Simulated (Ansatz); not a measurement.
# W (Fm-3m)

The calculation used Ansatz, DFT PBEsol, scalar-relativistic, plane waves, PAW.

Plane waves to 420 eV, a k mesh through Γ of 18×18×18 on the computed 1-atom cell and Gaussian smearing (0.10 eV); no spin polarisation.

The structure is relaxed at this level of theory with its symmetry kept. This fcc form isn't the element's structure at ambient conditions.

```cif
data_structure
_symmetry_space_group_name_H-M 'Fm-3m'
_symmetry_Int_Tables_number 225
_cell_length_a 3.9980
_cell_length_b 3.9980
_cell_length_c 3.9980
_cell_angle_alpha 90.000
_cell_angle_beta 90.000
_cell_angle_gamma 90.000
_cell_volume 63.90
loop_
_atom_site_label
_atom_site_type_symbol
_atom_site_symmetry_multiplicity
_atom_site_Wyckoff_symbol
_atom_site_fract_x
_atom_site_fract_y
_atom_site_fract_z
_atom_site_occupancy
W1 W 4 a 0.00000 0.00000 0.00000 1
```

- Space group: Fm-3m (No. 225)
- Volume per atom: 107.8 bohr³
- Formation energy from the elements' standard states (uncorrected): +0.497 eV/atom
- Kohn–Sham band gap: none (metal)
- Density of states at the Fermi level: 1.26 states/eV per cell
- Löwdin character within 0.5 eV of the Fermi level: W 5d 89 %, unprojected 6 %
- Bulk modulus: 301 GPa
- Its pressure derivative: 4.1
- Bader charges (e): W (1 in the cell) 0.00

Spin-orbit coupling is left out, which matters for the bands of heavy elements.